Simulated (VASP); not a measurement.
# As (R-3m) in VASP: a series of runs, part 2 of 2

VASP 6.6.1. Earlier steps stand in the parts before.

**6. Single point, TPSSh+D3(BJ)**

Contents of run.py:

```python
from ase import Atoms
from ase.calculators.vasp import Vasp
from ase.dft.bandgap import bandgap

atoms = Atoms(
    ['As', 'As'],
    cell=[[1.8807968987, 1.0858785957, 3.5140619945], [-1.8807968987, 1.0858785957, 3.5140619945], [0.0, -2.1717571915, 3.5140619945]],
    scaled_positions=[[0.226, 0.226, 0.226], [0.774, 0.774, 0.774]],
    pbc=True,
)
calc = Vasp(
    directory='calc',
    pp='PBE',
    setups='recommended',
    pp_version='54',
    prec='Accurate',
    encut=520,
    ediff=1e-06,
    ismear=-1,
    sigma=0.05,
    lreal=False,
    lasph=True,
    nelm=80,
    algo='Normal',
    isif=2,
    lwave=False,
    lcharg=False,
    metagga='TPSS',
    lhfcalc=True,
    aexx=0.1,
    lmixtau=True,
    precfock='Normal',
    ivdw=12,
    vdw_s6=1.0,
    vdw_s8=2.2382,
    vdw_a1=0.4529,
    vdw_a2=4.655,
    kpts=[5, 5, 5],
    gamma=True,
    nbands=12,
)
atoms.calc = calc

print('energy (eV):', atoms.get_potential_energy())
print('free energy (eV):', atoms.get_potential_energy(force_consistent=True))
print('forces (eV/A):')
print(atoms.get_forces())
print('stress (eV/A^3, Voigt):', atoms.get_stress())
print('Fermi level (eV):', calc.get_fermi_level())
gap, top, bottom = bandgap(calc)
print('band gap (eV):', gap, 'from (spin, k, band)', top, 'to', bottom)
```

Potentials or basis: VASP PAW PBE potentials, release 54 (As).

Started as:

```
$ python run.py
```

What it wrote:

```text
energy (eV): -26.25613088
free energy (eV): -26.25702319
forces (eV/A):
[[ 0.         -0.          0.10354926]
 [ 0.          0.         -0.10354926]]
stress (eV/A^3, Voigt): [ 0.01470819  0.01470819  0.02748117 -0.         -0.         -0.        ]
Fermi level (eV): 5.54370554
band gap (eV): 0.30379999999999985 from (spin, k, band) (0, np.int64(10), np.int64(4)) to (0, np.int64(2), np.int64(5))
```

OUTCAR:

```text
AEXX = 0.100000
   ENCUT = 520.000000
   EDIFF = 1.00e-06
   METAGGA = TPSS
   PREC = Accurate
   PRECFOCK = Normal
   ISIF = 2
   ISMEAR = -1
   NELM = 80
   IVDW = 12
   LASPH = .TRUE.
   LHFCALC = .TRUE.
   LREAL = .FALSE.
 IVDW          = 12

 ion  position               nearest neighbor table
   1  0.226  0.226  0.226-   2 2.51   2 2.51   2 2.51
   2  0.774  0.774  0.774-   1 2.51   1 2.51   1 2.51

  LATTYP: Found a trigonal (rhomboedric) cell.
 ALAT       =     4.1310000000
 COS(alpha) =     0.5854247172

  Lattice vectors:

 A1 = (   1.8807968987,   1.0858785957,   3.5140619945)
 A2 = (  -1.8807968987,   1.0858785957,   3.5140619945)
 A3 = (   0.0000000000,  -2.1717571915,   3.5140619945)

Analysis of symmetry for initial positions (statically):
=====================================================================
 Subroutine PRICEL returns:
 Original cell was already a primitive cell.

 Routine SETGRP: Setting up the symmetry group for a
 trigonal (rhombohedral) supercell.

 Subroutine GETGRP returns: Found 12 space group operations
 (whereof 12 operations were pure point group operations)
 out of a pool of 12 trial point group operations.

The static configuration has the point symmetry D_3d.

Analysis of symmetry for dynamics (positions and initial velocities):
=====================================================================
 Subroutine PRICEL returns:
 Original cell was already a primitive cell.

 Routine SETGRP: Setting up the symmetry group for a
 trigonal (rhombohedral) supercell.

 Subroutine GETGRP returns: Found 12 space group operations
 (whereof 12 operations were pure point group operations)
 out of a pool of 12 trial point group operations.

The dynamic configuration has the point symmetry D_3d.

 Subroutine INISYM returns: Found 12 space group operations
 (whereof 12 operations are pure point group operations),
 and found     1 'primitive' translations

----------------------------------------------------------------------------------------

                                     Primitive cell

  volume of cell :      43.0610

  direct lattice vectors                    reciprocal lattice vectors
     1.880796899  1.085878596  3.514061995     0.265844760  0.153485544  0.094856987
    -1.880796899  1.085878596  3.514061995    -0.265844760  0.153485544  0.094856987
     0.000000000 -2.171757191  3.514061995     0.000000000 -0.306971087  0.094856987

  length of vectors
     4.131000000  4.131000000  4.131000000     0.321292852  0.321292852  0.321292852

[... 92 lines left out ...]
   IMIX   =      1    mixing-type and parameters
     AMIX     =   0.40;   BMIX     =  1.00
     AMIX_MAG =   1.60;   BMIX_MAG =  1.00
  volume/ion in A,a.u.               =      21.53       145.29
  Fermi-wavevector in a.u.,A,eV,Ry     =   1.006268  1.901570 13.776916  1.012575
  Thomas-Fermi vector in A             =   2.138999
   LORBIT       =      0    0 simple, 1 ext, 2 COOP (PROOUT), +10 PAW based schemes
   METAGGA = TPSS    functional components
   LHFCALC =     T    Hartree Fock is set to
   PRECFOCK=normal    Normal, Fast or Accurate (Low or Medium for compatibility)
   ENCUT4O =  -1.0   cutoff for four orbital integrals eV
   NKREDX  =     1    reduce k-point grid by
   NKREDY  =     1    reduce k-point grid by
   NKREDZ  =     1    reduce k-point grid by
   AEXX    =    0.1000 exact exchange contribution
   HFSCREEN=    0.0000 screening length (either q_TF or 0.3 A-1)
   HFSCREENC=   0.0000 screening length for correlation (either q_TF or 0.3 A-1)
   ENCUTFOCK=  -1.0 apply spherical cutoff to Coloumb kernel
   IVDW    =    12    specifies the selected vdW correction
   LEPSILON=     F    determine dielectric tensor
   LRPA    =     F    only Hartree local field effects (RPA)
 non-spin polarized calculation
  energy-cutoff  :      520.00
  volume of cell :       43.06
 maximum number of plane-waves:      1169
  NGX = 24; NGY = 24; NGZ = 24

 number of electron      10.0000000 magnetization

 Free energy of the ion-electron system (eV)
  ---------------------------------------------------
  ext. energy  EPLUGINS =         0.00000000
  ---------------------------------------------------
  free energy    TOTEN  =       -25.05379170 eV

  energy without entropy =      -25.05200708  energy(sigma->0) =      -25.05289939

 E-fermi :   5.5437     XC(G=0):  -9.3441

 val. band max:        5.3918449655   @ k =   0.4000   0.2000   0.2000
 cond. band min:       5.6955710051   @ k =   0.4000   0.0000   0.0000
 fundamental gap:      0.3037260396
 Fermi energy:         5.5437055448

 k-point     1 :       0.0000    0.0000    0.0000
  band No.  band energies     occupation
      1     -10.7386      2.00000
      2      -0.8587      2.00000
      3       2.5516      2.00000
      4       3.0335      2.00000
      5       3.0335      2.00000
      6       7.2959      0.00000
      7       8.6605      0.00000
      8       8.6605      0.00000
      9      12.7201      0.00000
     10      12.7201      0.00000
     11      13.1803      0.00000
     12      14.5427      0.00000
[... 256 lines left out ...]
 k-point    19 :      -0.4000    0.4000    0.4000
  band No.  band energies     occupation
      1      -8.9299      2.00000
      2      -5.1471      2.00000
      3      -0.0008      2.00000
      4       2.3192      2.00000
      5       3.9987      2.00000
      6       7.7605      0.00000
      7       7.7810      0.00000
      8      10.2831      0.00000
      9      13.0908      0.00000
     10      15.0083      0.00000
     11      15.2643      0.00000
     12      17.9248      0.00000

------------------------ aborting loop because EDIFF is reached ----------------------------------------

 Edisp (eV)   -1.20323

 E8    (eV) :    -0.7858

  FORCE on cell =-STRESS in cart. coord.  units (eV):
  Direction    XX          YY          ZZ          XY          YZ          ZX
  --------------------------------------------------------------------------------------
  -------------------------------------------------------------------------------------
  Total      -0.63335    -0.63335    -1.18337     0.00000     0.00000     0.00000
  in kB     -23.56512   -23.56512   -44.02968     0.00000     0.00000     0.00000
  external pressure =      -30.39 kB  Pullay stress =        0.00 kB

 VOLUME and BASIS-vectors are now :
 -----------------------------------------------------------------------------
  energy-cutoff  :      520.00
  volume of cell :       43.06
      direct lattice vectors                 reciprocal lattice vectors
     1.880796899  1.085878596  3.514061995     0.265844760  0.153485544  0.094856987
    -1.880796899  1.085878596  3.514061995    -0.265844760  0.153485544  0.094856987
     0.000000000 -2.171757191  3.514061995     0.000000000 -0.306971087  0.094856987

 POSITION                                       TOTAL-FORCE (eV/Angst)
 -----------------------------------------------------------------------------------
      0.00000     -0.00000      2.38253         0.000000     -0.000000      0.103549
      0.00000     -0.00000      8.15965         0.000000      0.000000     -0.103549
 -----------------------------------------------------------------------------------
    total drift:                                0.000000      0.000000      0.000000

  FREE ENERGIE OF THE ION-ELECTRON SYSTEM (eV)
  ---------------------------------------------------
  free  energy   TOTEN  =       -26.2570231897 eV

  energy  without entropy=      -26.2552385723  energy(sigma->0) =      -26.25613088
```

INCAR:

```text
AEXX = 0.100000
ENCUT = 520.000000
SIGMA = 0.050000
VDW_S6 = 1.000000
VDW_S8 = 2.238200
VDW_A1 = 0.452900
VDW_A2 = 4.655000
EDIFF = 1.00e-06
ALGO = Normal
METAGGA = TPSS
PREC = Accurate
PRECFOCK = Normal
ISIF = 2
ISMEAR = -1
NBANDS = 12
NELM = 80
IVDW = 12
LASPH = .TRUE.
LCHARG = .FALSE.
LHFCALC = .TRUE.
LWAVE = .FALSE.
LMIXTAU = .TRUE.
LREAL = .FALSE.
```

It took 12 min on 1 thread of Intel Xeon 6975P-C (Granite Rapids), shared host; peak memory 0.19 GiB.

What came out:

```
Free energy                : -26.2570 eV
Pressure                   : -3.0 GPa
Largest force              : 0.104 eV/Å
Band gap on the k mesh     : 0.30 eV, indirect (least direct gap 0.77 eV)
Dispersion energy per atom : -0.602 eV
```

Forces on the atoms (eV/Å):
```
As   0.000  0.000  0.104
As   0.000  0.000 -0.104
```

Stress tensor (GPa, compression positive):
```
-2.36  0.00  0.00
 0.00 -2.36  0.00
 0.00  0.00 -4.40
```

Caveat: the PAW data sets were made with another functional, which shifts forces and pressure a little; an odd mesh through Γ misses points on the zone boundary, where band edges often lie.

**7. Overview**

```tsv
task	level	potentials or basis	cell	k mesh	cutoff (eV)	smearing	atoms held fixed (from 0)	grid for exact exchange (PRECFOCK)	exchange at q = 0	mesh quality	gap on the mesh (eV)	pressure (GPa)	largest force (eV/Å)
single point	PBE	VASP PAW PBE potentials, release 64 (As_GW)	as given	5 × 5 × 5	450	gaussian 0.02 eV	-	-	-	not flagged	0.09	3.6	0.29
single point	PBE	VASP PAW PBE potentials, release 64 (As_GW)	as given	4 × 4 × 4	450	gaussian 0.02 eV	-	-	-	coarse	0.07	4.0	0.15
relaxation of the atoms	r2SCAN+D4	VASP PAW PBE potentials, release 64 (As_GW)	atoms relaxed from: atoms moved at random, drawn with an rms of 0.02 Å	9 × 9 × 9	550	gaussian 0.01 eV	[0]	-	-	not flagged	none	0.4	-
single point	TPSSh+D3(BJ)	VASP PAW PBE potentials, release 54 (As)	as given	5 × 5 × 5	520	fermi-dirac 0.05 eV	-	Normal	default	not flagged	0.30	-3.0	0.10
```

Alike in all rows: no spin polarisation.

Caveats: some runs use coarse meshes; an odd mesh through Γ misses points on the zone boundary, where band edges often lie (some runs); the PAW data sets were made with another functional, which shifts forces and pressure a little (some runs); pairwise dispersion overbinds metals, which lowers pressure and volume (some runs).

Absolute energies hang on the potentials; compare differences alone.
